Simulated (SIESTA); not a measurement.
AlN:

```
CELL_PARAMETERS angstrom
3.11300 0.00000 0.00000
-1.55650 2.69594 0.00000
0.00000 0.00000 4.98100
ATOMIC_POSITIONS crystal
Al 0.66667 0.33333 0.50000
Al 0.33333 0.66667 0.00000
N 0.66667 0.33333 0.88000
N 0.33333 0.66667 0.38000
```

Base run:

* Program: SIESTA 5.4.2
* Functional: PBE
* Potentials or basis: PseudoDojo 0.4 standard (PBE files)
* Basis: DZP (energy shift 0.002 Ry; radii capped at 9.5 bohr)
* Grid cutoff: 800 Ry
* Energy shift: 0.002 Ry
* k mesh: 10 × 10 × 6
* Occupations: fermi-dirac, width 0.05 eV
* Spin: no spin polarisation

Its results: band gap on the k mesh 4.37 eV, direct; pressure 5.3 GPa; largest force 0.138 eV/Å.

Q: The run is repeated on the same cell with these changes: functional from PBE to AM05; potentials or basis from PseudoDojo 0.4 standard (PBE files) to PseudoDojo 0.4 standard (PBEsol files). What comes out?

A: Band gap on the k mesh 4.31 eV, direct; pressure 1.8 GPa; largest force 0.140 eV/Å.

Caveats: the basis of atomic orbitals isn't converged, which shifts pressures, moduli and gaps; the potentials were made for another functional, which shifts forces and pressure (some runs).
